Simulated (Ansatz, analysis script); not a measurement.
**MnSi: non-collinear orders**

Aim: rank collinear and non-collinear patterns of moments in one cell of MnSi.

Method: PBE, PAW set soft_2, in Ansatz 0.2.0.

**Measured values to reproduce.**

For MnSi, B20 cubic (bulk, literature value), “On Curie temperature of B20-MnSi films” (2022, pmc:9525690) quotes earlier work: moment (saturation moment per Mn) 0.4 μB [Literature value used as input for phase content; rounded, temperature and field not …].

The database entry behind the starting cell differs from later determinations by our own check (0.1 to 0.3 % short, probably kX units), so it need not match the best structure at ambient conditions.

### Step 1. The structure

The structure is cubic, space group P2_13 (No. 198). The conventional cell has a = 4.548 Å, b = 4.548 Å, c = 4.548 Å, α = 90.00°, β = 90.00°, γ = 90.00°. Nearest to Mn lie 7 Si at 2.30 to 2.53 Å. Nearest to Si lie 7 Mn at 2.30 to 2.53 Å. Farther neighbours are not listed.

The cell of this run holds 8 atoms, 4 of them with a starting moment; values «a cell» refer to the cell of the run in question.

### Step 2. The collinear state

The work starts on two spin channels, which tell the size of the moments.

input.yaml

```yaml
crystal:
  lattice:
    - [4.548, 0.0, 0.0]
    - [0.0, 4.548, 0.0]
    - [0.0, 0.0, 4.548]
  atoms:
    - { symbol: Mn, position: [0.138, 0.138, 0.138], spin: 3.5 }
    - { symbol: Mn, position: [0.362, 0.862, 0.638], spin: 3.5 }
    - { symbol: Mn, position: [0.638, 0.362, 0.862], spin: 3.5 }
    - { symbol: Mn, position: [0.862, 0.638, 0.362], spin: 3.5 }
    - { symbol: Si, position: [0.846, 0.846, 0.846] }
    - { symbol: Si, position: [0.654, 0.154, 0.346] }
    - { symbol: Si, position: [0.346, 0.654, 0.154] }
    - { symbol: Si, position: [0.154, 0.346, 0.654] }
magnetization:
  spin_polarized: true
kpoints:
  mp_grid: { grid: [6, 6, 6] }
hamiltonian:
  xc: pbe
scf:
  occupations: { method: fermi_dirac, width: 0.05 }
  max_iter: 120
  convergence: { dr2_threshold: 1.0e-08 }
output:
  write_density: true
  write_potential: true
  elf: true
  volumetric_format: npy
```

On the command line:

```sh
ansatz run input.yaml --threads 2 --pin off --max-ram 8192MiB --backend cpu --events-out ev --progress --plain --runs-dir out
```

Numbers of over 12 decimals in the logs are rounded to 6 here.

Log:

```text
Engine: ansatz 0.2.0, aarch64-unknown-linux-gnu
Pseudopotentials: kind: paw
Pseudopotential: Mn, paw, valence charge 15, recommended cutoff 420 eV (normal), Mn.paw.azcp
Pseudopotential: Si, paw, valence charge 4, recommended cutoff 420 eV (normal), Si.paw.azcp
Functional definition: PBE
  parameter kappa = 0.804
  parameter beta = 0.066725
  exchange = pbe_x(kappa = kappa, mu = beta*pi^2/3)
  correlation = pbe_c(beta = beta)
Crystal: 8 atoms, lattice volume = 94.072 Å³
Basis set: ecut = 420 eV, 1839 PW (Γ)
Bands: 54, of which v1, the nominal top of the filled ones, is band 38 counted from 1 (37 counted from 0)
Symmetry: 12 space group operations
Space group: P213 (ITA 198), of the structure as read, at distance tolerance 4.5e-5 Å
Magnetic group: BNS 198.9 (UNI 1511), of the structure as read, at distance tolerance 4.5e-5 Å
k-points: 24 of 216 (time reversal used)
Non-local potential: Mn, projectors of the file, l = 0: 3, l = 1: 2, l = 2: 3, l = 3: 1
Non-local potential: Si, projectors of the file, l = 0: 2, l = 1: 2, l = 2: 2
PAW form: soft (Blöchl's): semilocal exchange-correlation on the pseudo side does not see the compensation charge
PAW one-centre angular grid: Mn, 590 points (default); XC on 64 Gauss nodes
PAW one-centre angular grid: Si, 110 points (default); XC on 64 Gauss nodes
Initial density: superposition of atomic densities (chi_scale 0.1, normalization cell)
Starting moments: Σ|m| = 14 μB on 4 of 8 sites
Initial wavefunctions: pseudopotential atomic-orbital guess
Functional: x = pbe(κ = 0.804, μ = 0.219515), c = pbe(β = 0.066725)
SCF iter   1: F=—  HF=-18145.439030 eV  |F-HF|=—  |Δ(HF+E_count)|=         —  Δρ=2.13e-1 (↑2.13e-1 ↓1.16e-1)  dr2=8.99e0  dr2_m=2.27e1  M=4.041 μB ∫|m|=5.078 μB  β_m=0.30  ethr=3.10e-3  ⟨swp⟩=7.3  Hψ=10337  notcnv=0  defer=5
Mixer restart at iter 1: flushing history
preconditioner: auto → Kerker (q_TF=auto, 2.633 Å⁻¹)  [metal: Δε(μ)=0.029 eV  Ē_g=7.533 eV  σ=0.050 eV  W_gap=0.14  n_scr=26 (ndim 8)  ℏωp=25.4 eV  f_vac=0.000  D(μ)=5.05/eV (n_scr^D=56)]
spin=Collinear: Kerker preconditioning applied to the charge; magnetization (m = ρ↑ − ρ↓) channel mixes plain (no charge-response kernel on spin).
SCF iter   2: F=—  HF=-18138.290412 eV  |F-HF|=—  |Δ(HF+E_count)|=    7.15e0  Δρ=8.21e-2 (↑8.21e-2 ↓7.77e-2)  dr2=8.24e-1  dr2_m=5.30e0  M=5.724 μB ∫|m|=6.813 μB  β_m=0.41  ethr=3.10e-3  ⟨swp⟩=3.1  Hψ=5125  notcnv=0  defer=252
SCF iter   3: F=—  HF=-18140.807521 eV  |F-HF|=—  |Δ(HF+E_count)|=    2.52e0  Δρ=5.40e-2 (↑4.41e-2 ↓5.40e-2)  dr2=7.42e-1  dr2_m=1.98e0  M=5.226 μB ∫|m|=6.290 μB  β_m=0.57  ethr=1.08e-3  ⟨swp⟩=2.6  Hψ=3818  notcnv=0  defer=252
SCF iter   4: F=—  HF=-18142.270835 eV  |F-HF|=—  |Δ(HF+E_count)|=    1.46e0  Δρ=1.35e-2 (↑9.65e-3 ↓1.35e-2)  dr2=1.81e-1  dr2_m=9.51e-2  M=3.984 μB ∫|m|=4.810 μB  β_m=0.76  ethr=9.76e-4  ⟨swp⟩=3.0  Hψ=4742  notcnv=0  defer=248
SCF iter   5: F=—  HF=-18142.180894 eV  |F-HF|=—  |Δ(HF+E_count)|=   8.99e-2  Δρ=1.01e-2 (↑6.57e-3 ↓1.01e-2)  dr2=2.01e-1  dr2_m=4.80e-3  M=3.871 μB ∫|m|=4.514 μB  β_m=0.88  ethr=2.39e-4  ⟨swp⟩=2.7  Hψ=4712  notcnv=0  defer=237
SCF iter   6: F=—  HF=-18142.265132 eV  |F-HF|=—  |Δ(HF+E_count)|=   8.42e-2  Δρ=6.26e-3 (↑6.26e-3 ↓4.24e-3)  dr2=3.16e-3  dr2_m=2.30e-2  M=3.954 μB ∫|m|=4.659 μB  β_m=0.81  ethr=2.39e-4  ⟨swp⟩=2.4  Hψ=3870  notcnv=0  defer=237
SCF iter   7: F=—  HF=-18142.270048 eV  |F-HF|=—  |Δ(HF+E_count)|=   4.92e-3  Δρ=4.38e-3 (↑4.38e-3 ↓2.13e-3)  dr2=4.47e-3  dr2_m=8.91e-3  M=3.949 μB ∫|m|=4.631 μB  β_m=0.91  ethr=4.16e-6  ⟨swp⟩=1.8  Hψ=3253  notcnv=0  defer=237
SCF iter   8: F=—  HF=-18142.270207 eV  |F-HF|=—  |Δ(HF+E_count)|=   1.59e-4  Δρ=2.00e-3 (↑2.00e-3 ↓1.55e-3)  dr2=2.06e-4  dr2_m=2.67e-3  M=3.948 μB ∫|m|=4.619 μB  β_m=0.95  ethr=4.16e-6  ⟨swp⟩=2.1  Hψ=3718  notcnv=0  defer=237
SCF iter   9: F=—  HF=-18142.269982 eV  |F-HF|=—  |Δ(HF+E_count)|=   2.25e-4  Δρ=4.03e-4 (↑4.03e-4 ↓3.70e-4)  dr2=1.84e-6  dr2_m=1.27e-4  M=3.943 μB ∫|m|=4.602 μB  β_m=0.98  ethr=2.71e-7  ⟨swp⟩=2.4  Hψ=3800  notcnv=0  defer=237
SCF iter  10: F=—  HF=-18142.269971 eV  |F-HF|=—  |Δ(HF+E_count)|=   1.09e-5  Δρ=4.06e-5 (↑9.32e-6 ↓4.06e-5)  dr2=1.42e-6  dr2_m=4.52e-7  M=3.942 μB ∫|m|=4.597 μB  β_m=0.99  ethr=2.42e-9  ⟨swp⟩=2.3  Hψ=4507  notcnv=0  defer=237
SCF iter  11: F=—  HF=-18142.269971 eV  |F-HF|=—  |Δ(HF+E_count)|=   1.65e-7  Δρ=2.39e-6 (↑1.12e-6 ↓2.39e-6)  dr2=9.07e-9  dr2_m=8.29e-10  M=3.942 μB ∫|m|=4.597 μB  β_m=0.99  ethr=1.87e-9  ⟨swp⟩=2.0  Hψ=3218  notcnv=0  defer=237
SCF iter  12: F=-18142.269971 eV  HF=-18142.269971 eV  |F-HF|=8.65e-9  |Δ(HF+E_count)|=  8.22e-10  Δρ=1.53e-6 (↑1.50e-6 ↓1.53e-6)  dr2=9.70e-9  dr2_m=6.39e-12  M=3.942 μB ∫|m|=4.597 μB  ethr=1.19e-11  ⟨swp⟩=8.0  Hψ=9339  notcnv=0
SCF 1 converged in 12 iterations: F = -18142.269971 eV  dr2 = 9.70e-9
  greatest PAW one-centre occupation: 1.000 electrons in one spin orbital (limit 2), on the Mn atom at site 2 (counted from 0), in its partial waves of l = 0
SCF converged after 12 iterations
Magnetization: 3.9417 μB (39.9708 up, 36.0292 down)
Absolute magnetization: 4.5969 μB (∫|ρ↑−ρ↓|, with the PAW one-centre terms)
Spin contamination: 0.0734 ħ² per cell (⟨S²⟩ above its minimum at these occupations)
Per-site moments (μB) at R_I (Å): [(1.002135, 0.948829), (1.002135, 0.948829), (1.002135, 0.948829), (1.002135, 0.948829), (-0.042197, 0.948829), (-0.042197, 0.948829), (-0.042197, 0.948829), (-0.042197, 0.948829)]
Free energy (F): -18142.269971 eV
Harris-Foulkes:  -18142.269971 eV  (|F-HF|=8.65e-9)
Internal energy: -18142.225103 eV  (E = F + TS)
E sigma→0 (E₀):  -18142.247537 eV
Entropy (-TS):   -0.044867 eV (-5.608 meV/atom)
Fermi energy:    15.727029 eV
--- Per-component energies (eV) ---
  E_band       = -743.381260
  E_kinetic    = 1415.372413
  E_local      = -8606.544049  (includes V_loc(G=0)·N_el)
  E_nonlocal   = 1052.041993
  E_hartree    = 3691.222208
  E_xc         = -690.449577
  E_vxc        = -789.482665  (∫ρ·V_xc dr)
  E_paw        = -7245.475534  (= ΣΔE_a)
  E_vpaw       = -1197.225075  (= ΣTr[D̂ρ^β])
  E_aug_tail   = -0.000013  (compensation charges beyond the density's cutoff)
  E_ewald      = -7758.392544
  E_smearing   = -0.044867  (= −TS)
  E_closure    = 0.000000  (closes the sum)
  Σ components = -18142.269971   (vs F -18142.269971, Δ=0.00e0)
--- Band table (eV; the first three rows and the last of 48) ---
  k-point 0 ↑: bands = [... 34 lower, 13.8176, 15.3279, 15.3279, 15.3279, 15.3854, 15.3854, 16.4457, 16.4457, ... 12 higher]
  k-point 1 ↑: bands = [... 34 lower, 14.0678, 15.0877, 15.1359, 15.3354, 15.3941, 15.6180, 16.1874, 16.3771, ... 12 higher]
  k-point 2 ↑: bands = [... 34 lower, 14.1482, 14.7150, 15.0600, 15.2061, 15.4466, 15.6751, 15.9899, 16.1888, ... 12 higher]
  k-point 23 ↓: bands = [... 34 lower, 15.7991, 15.7991, 15.9547, 15.9547, 15.9547, 15.9547, 16.9488, 16.9488, ... 12 higher]
```

Wall time 24 s (2 threads of Arm Neoverse V1, shared host); peak memory 0.47 GiB.

In the SCF lines HF is the Harris–Foulkes energy and dr2 the Hartree energy of the density residual, in eV; the loop may stop once dr2 is under the threshold and the program's other checks hold. Hψ counts applications of the Hamiltonian.

Spin moment in the atom's sphere by atom:

```tsv
atom	spin moment in the atom's sphere (μB)
Mn1	1.00
Mn2	1.00
Mn3	1.00
Mn4	1.00
Si5	-0.04
Si6	-0.04
Si7	-0.04
Si8	-0.04
```

Tables count atoms from 1; parts of the log count from 0.

The run ends ferromagnetic, with a net moment of 3.94 μB a cell. Only this order was typed.

Spin density in the ac plane at fractional y = 0.138, with atoms of Mn and Si within 0.2 Å of it.

Values in e/Å³, 14 rows by 14 columns, each cell a mean:
```
0.0 0.1 0.1 0.1 0.0 0.0 0.0 0.0 0.0 0.0 0.0 0.0 0.0 0.0
0.0 0.0 0.0 0.0 0.0 0.0 0.0 0.0 0.0 0.0 0.0 0.0 0.0 0.0
0.0 0.0 0.0 0.0 0.0 0.0 0.0 0.0 0.0 0.0 0.0 0.0 0.0 0.0
0.0 0.0 0.0 0.0 0.0 0.0 0.0 0.0 0.0 0.0 0.0 0.0 0.0 0.0
0.0 0.0 0.0 0.0 0.0 0.0 0.0 0.0 0.0 0.0 0.0 0.0 0.0 0.0
0.0 0.0 0.0 0.0 0.0 0.0 0.0 0.0 0.0 0.0 0.0 0.0 0.0 0.0
0.0 0.0 0.0 0.0 0.0 0.0 0.0 0.0 0.0 0.0 0.0 0.0 0.0 0.0
0.0 0.0 0.0 0.0 0.0 0.0 0.0 0.0 0.0 0.0 0.0 0.0 0.0 0.0
0.0 0.0 0.0 0.0 0.0 0.0 0.0 0.0 0.0 0.0 0.0 0.0 0.0 0.0
0.1 0.2 0.2 0.0 0.0 0.0 0.0 0.0 0.0 0.0 0.0 0.0 0.0 0.0
0.3 0.7 0.7 0.2 0.1 0.0 0.0 0.0 0.0 0.0 0.0 0.0 0.0 0.1
0.5 1.4 1.8 0.7 0.2 0.0 0.0 0.0 0.0 0.0 0.0 0.0 0.0 0.1
0.3 0.9 1.4 0.7 0.2 0.0 0.0 0.0 0.0 0.0 0.0 0.0 0.0 0.1
0.1 0.2 0.5 0.3 0.1 0.0 0.0 0.0 0.0 0.0 0.0 0.0 0.0 0.0
```
Columns run along a (4.5 Å), rows up along c (4.5 Å). Atoms in or near the plane, at fractional coordinates: Mn at (0.14, 0.14), Si at (0.65, 0.35).

Valence density in the ac plane at fractional y = 0.138, with atoms of Mn and Si within 0.2 Å of it. It is the smooth field of the valence electrons, not physical close to the nuclei.

Ten steps, logarithmic in the rise over the least value, from '_' (0 e/Å³) to '@' (23 e/Å³), each cell a mean:
```
..::::::....__..............
............................
............................
............................
......................______
........................____
__......................____
............................
................______......
::====--::......____........
++##%%**--................::
**@@@@%%==................::
**%%@@##==................::
==****++::..__..............
```
Columns run along a (4.5 Å), rows up along c (4.5 Å). Atoms in or near the plane, at fractional coordinates: Mn at (0.14, 0.14), Si at (0.65, 0.35).

ELF in the ac plane at fractional y = 0.138, with atoms of Mn and Si within 0.2 Å of it. It is the smooth field of the valence electrons, not physical close to the nuclei.

Ten even steps from '0' (0.17) to '9' (0.87), each cell a mean:
```
00000110001342
32223210001344
45554321001244
45665322111223
35664223332111
25764235664200
25664356654321
23454466311342
10012564121463
01200365111562
36740166324651
59972047666620
48961034544420
14520022112320
```
Columns run along a (4.5 Å), rows up along c (4.5 Å). Atoms in or near the plane, at fractional coordinates: Mn at (0.14, 0.14), Si at (0.65, 0.35).

### Step 3. The same state on a denser mesh

Levels at the Fermi energy are partly filled, so moments and energy differences can hang on the k-mesh, and the state is solved again on a denser one.

input.yaml

```yaml
crystal:
  lattice:
    - [4.548, 0.0, 0.0]
    - [0.0, 4.548, 0.0]
    - [0.0, 0.0, 4.548]
  atoms:
    - { symbol: Mn, position: [0.138, 0.138, 0.138], spin: 1.0 }
    - { symbol: Mn, position: [0.362, 0.862, 0.638], spin: 1.0 }
    - { symbol: Mn, position: [0.638, 0.362, 0.862], spin: 1.0 }
    - { symbol: Mn, position: [0.862, 0.638, 0.362], spin: 1.0 }
    - { symbol: Si, position: [0.846, 0.846, 0.846] }
    - { symbol: Si, position: [0.654, 0.154, 0.346] }
    - { symbol: Si, position: [0.346, 0.654, 0.154] }
    - { symbol: Si, position: [0.154, 0.346, 0.654] }
magnetization:
  spin_polarized: true
kpoints:
  mp_grid: { grid: [9, 9, 9] }
hamiltonian:
  xc: pbe
scf:
  occupations: { method: fermi_dirac, width: 0.05 }
  max_iter: 120
  convergence: { dr2_threshold: 1.0e-08 }
basis:
  ecutwfc: 420.0
checkpoint:
  read: start
  write: ck
  compress: false
  write_wavefunctions: false
  write_every: 100000
```

On the command line:

```sh
ansatz run input.yaml --threads 4 --pin off --max-ram 16384MiB --backend cpu --events-out ev --progress --plain --runs-dir out
```

Log:

```text
[...]
Per-site moments (μB) at R_I (Å): [(1.003548, 0.948829), (1.003548, 0.948829), (1.003548, 0.948829), (1.003548, 0.948829), (-0.042344, 0.948829), (-0.042344, 0.948829), (-0.042344, 0.948829), (-0.042344, 0.948829)]
Free energy (F): -18142.275165 eV
[...]
Internal energy: -18142.236336 eV  (E = F + TS)
E sigma→0 (E₀):  -18142.255751 eV
Entropy (-TS):   -0.038829 eV (-4.854 meV/atom)
Fermi energy:    15.730381 eV
[...]
[key lines of the parts left out:]
SCF converged after 5 iterations
Magnetization: 3.9459 μB (39.9729 up, 36.0271 down)
```

It took 11 s on 4 threads; peak memory 0.55 GiB.

Spin moment in the atom's sphere by atom:

```tsv
atom	spin moment in the atom's sphere (μB)
Mn1	1.00
Mn2	1.00
Mn3	1.00
Mn4	1.00
Si5	-0.04
Si6	-0.04
Si7	-0.04
Si8	-0.04
```

The run ends ferromagnetic, with a net moment of 3.95 μB a cell, against 3.94 μB on the first mesh.

Signs and angles in the names of the patterns follow the order of the magnetic atoms in the input, which need not be their order in space.

In the spinor runs that follow the search for lower states is off.

### Step 4. Start: ferro

The parallel pattern comes first.

input.yaml

```yaml
crystal:
  lattice:
    - [4.548, 0.0, 0.0]
    - [0.0, 4.548, 0.0]
    - [0.0, 0.0, 4.548]
  atoms:
    - { symbol: Mn, position: [0.138, 0.138, 0.138], spin: 1.0, spin_axis: [0.0, 0.0, 1.0] }
    - { symbol: Mn, position: [0.362, 0.862, 0.638], spin: 1.0, spin_axis: [0.0, 0.0, 1.0] }
    - { symbol: Mn, position: [0.638, 0.362, 0.862], spin: 1.0, spin_axis: [0.0, 0.0, 1.0] }
    - { symbol: Mn, position: [0.862, 0.638, 0.362], spin: 1.0, spin_axis: [0.0, 0.0, 1.0] }
    - { symbol: Si, position: [0.846, 0.846, 0.846] }
    - { symbol: Si, position: [0.654, 0.154, 0.346] }
    - { symbol: Si, position: [0.346, 0.654, 0.154] }
    - { symbol: Si, position: [0.154, 0.346, 0.654] }
kpoints:
  mp_grid: { grid: [9, 9, 9] }
hamiltonian:
  xc: pbe
scf:
  occupations: { method: fermi_dirac, width: 0.05 }
  max_iter: 120
  convergence: { dr2_threshold: 1.0e-08 }
  lower_state_search: "off"
basis:
  ecutwfc: 420.0
magnetization:
  noncollinear: true
```

On the command line:

```sh
ansatz run input.yaml --threads 2 --pin off --max-ram 8192MiB --backend cpu --events-out ev --progress --plain --runs-dir out
```

Log:

```text
[...]
Crystal: 8 atoms, lattice volume = 94.072 Å³
Basis set: ecut = 420 eV, 1839 PW (Γ)
Bands: 92, of which v1, the nominal top of the filled ones, is band 76 counted from 1 (75 counted from 0)
Symmetry: 12 space group operations + 12 with time reversal
Moments: of one size on atoms that these operations exchange, one fixing the others by the rotation that the starting moments gave each, and all in one plane where the starting moments lie in one or along one axis (crystal.symmetry.detect: false holds none)
k-points: 45 of 729 (time reversal used)
[...]
Starting moments: Σ|m| = 4 μB on 4 of 8 sites
[...]
SCF iter   1: F=—  HF=-18143.062667 eV  |F-HF|=—  |Δ(HF+E_count)|=         —  Δρ=5.04e-2  dr2=2.32e0  dr2_m=1.57e-1  ethr=3.05e-3  |M|=3.39e0 ∫|m|=3.75e0 μB  |m|>n=0.0e0 m-floor=0.0e0 τ_xc=0.0e0  β_m=0.30  ⟨swp⟩=1.2  Hψ=20014  notcnv=0
[...]
spin=Noncollinear: Kerker preconditioning applied to the charge; magnetization (m_x, m_y, m_z) channels mix plain (no charge-response kernel on spin).
SCF iter   2: F=—  HF=-18142.734294 eV  |F-HF|=—  |Δ(HF+E_count)|=   3.28e-1  Δρ=3.72e-2  dr2=1.53e0  dr2_m=9.00e-2  ethr=3.05e-3  |M|=3.48e0 ∫|m|=3.87e0 μB  |m|>n=0.0e0 m-floor=0.0e0 τ_xc=0.0e0  β_m=1.00  ⟨swp⟩=2.0  Hψ=4710  notcnv=0
[...]
SCF iter   6: F=—  HF=-18142.247140 eV  |F-HF|=—  |Δ(HF+E_count)|=   1.49e-2  Δρ=1.99e-3  dr2=2.06e-4  dr2_m=8.53e-4  ethr=3.17e-7  |M|=3.82e0 ∫|m|=4.41e0 μB  |m|>n=0.0e0 m-floor=0.0e0 τ_xc=0.0e0  β_m=0.30  ⟨swp⟩=2.0  Hψ=7673  notcnv=0  defer=131
[...]
spin-set hold released at iteration 6 (site moments contracting): the magnetisation degrees of freedom join the quasi-Newton model from the next iteration; the mixer history was flushed
SCF iter   7: F=—  HF=-18142.259346 eV  |F-HF|=—  |Δ(HF+E_count)|=   1.22e-2  Δρ=2.68e-3  dr2=9.53e-5  dr2_m=1.55e-3  ethr=2.70e-7  |M|=3.85e0 ∫|m|=4.44e0 μB  |m|>n=0.0e0 m-floor=0.0e0 τ_xc=0.0e0  β_m=0.55  ⟨swp⟩=2.0  Hψ=7545  notcnv=0  defer=131
[...]
SCF iter  14: F=-18142.275165 eV  HF=-18142.275165 eV  |F-HF|=1.19e-9  |Δ(HF+E_count)|=   3.63e-9  Δρ=1.44e-6  dr2=1.65e-9  dr2_m=4.43e-11  ethr=1.32e-11  |M|=3.95e0 ∫|m|=4.60e0 μB  |m|>n=0.0e0 m-floor=0.0e0 τ_xc=0.0e0  ⟨swp⟩=3.0  Hψ=10894  notcnv=0
SCF 1 converged in 14 iterations: F = -18142.275165 eV  dr2 = 1.65e-9
[...]
SCF converged after 14 iterations
Stability not checked: this state was not tested for a lower state beside it, because this non-collinear magnet's GGA is evaluated by the locally collinear projection, under which the energy is not smooth in the magnetisation (locally_collinear_gga; see scf.lower_state_search)
Magnetization: |M| = 3.9459 μB,  M = (+0.0000, +0.0000, +3.9459) μB
Absolute magnetization: 4.6039 μB (∫|m|, with the PAW one-centre terms)
Moment direction: held on its axis by an average over the rotations of spin about it
  site 0: m = (+0.0000, +0.0000, +1.0036) μB, |m| = 1.0036 μB  (R = 0.95 Å)
  site 1: m = (+0.0000, +0.0000, +1.0036) μB, |m| = 1.0036 μB  (R = 0.95 Å)
  site 2: m = (+0.0000, +0.0000, +1.0036) μB, |m| = 1.0036 μB  (R = 0.95 Å)
  site 3: m = (+0.0000, +0.0000, +1.0036) μB, |m| = 1.0036 μB  (R = 0.95 Å)
  site 4: m = (+0.0000, +0.0000, -0.0424) μB, |m| = 0.0424 μB  (R = 0.95 Å)
  site 5: m = (+0.0000, +0.0000, -0.0424) μB, |m| = 0.0424 μB  (R = 0.95 Å)
  site 6: m = (+0.0000, +0.0000, -0.0424) μB, |m| = 0.0424 μB  (R = 0.95 Å)
  site 7: m = (+0.0000, +0.0000, -0.0424) μB, |m| = 0.0424 μB  (R = 0.95 Å)
Free energy (F): -18142.275165 eV
[...]
Internal energy: -18142.236337 eV  (E = F + TS)
E sigma→0 (E₀):  -18142.255751 eV
Entropy (-TS):   -0.038828 eV (-4.854 meV/atom)
Fermi energy:    15.730413 eV
[...]
```

The job ended after 63 s (2 threads; peak memory 0.9 GiB; 2.1 min of CPU time).

It ends ferromagnetic; the largest site carries 1.00 μB.

Spin moment in the atom's sphere by atom:

```tsv
atom	x (μB)	y (μB)	z (μB)	size
Mn1	0.00	0.00	1.00	1.00
Mn2	0.00	0.00	1.00	1.00
Mn3	0.00	0.00	1.00	1.00
Mn4	0.00	0.00	1.00	1.00
Si5	0.00	0.00	-0.04	0.04
Si6	0.00	0.00	-0.04	0.04
Si7	0.00	0.00	-0.04	0.04
Si8	0.00	0.00	-0.04	0.04
```

[end of part 1 of 2]

[Logs and program files are shortened in this print: banners, set-up blocks, solver, clock and traceback lines can be left out without a mark of their own.]

[Logs are printed without paths, hosts, clocks, repeated set-up lines and the standing remarks that a program may print on its own settings, such as how far it seeks lower states.]

[Hosts, paths, dates, database ids (printed as entryN), source tags and the programs' standing remarks are cut or masked in the printed files.]
